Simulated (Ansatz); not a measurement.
The system is Zn.

```xyz
2
Lattice="2.6700 0.0000 0.0000 -1.3350 2.3123 0.0000 0.0000 0.0000 4.9660" Properties=species:S:1:pos:R:3 pbc="T T T"
Zn    1.3350    0.7708    3.7245
Zn    0.0000    1.5415    1.2415
```

Base run:

```yaml
Program: Ansatz 0.2.0
Functional: LDA
Potentials_or_basis: all-electron LAPW, scalar-relativistic
Cutoff: 264 eV (chosen from the basis error)
Basis_error_allowed: 0.001 eV/atom
k_mesh: 11 × 11 × 6
Occupations: gaussian, width 0.02 eV
Spin: no spin polarisation
```

Its results: band gap on the k mesh none (metal or under the smearing width); pressure -9.1 GPa.

Problem. After a change of settings the same cell gave: band gap on the k mesh none (metal or under the smearing width); pressure 2.4 GPa. Which change was it?
A. functional from LDA to RPBE; occupations from gaussian, width 0.02 eV to gaussian, width 0.05 eV
B. functional from LDA to PBEsol; occupations from gaussian, width 0.02 eV to fermi-dirac, width 0.05 eV
C. functional from LDA to PBE; occupations from gaussian, width 0.02 eV to gaussian, width 0.05 eV

Solution. A.
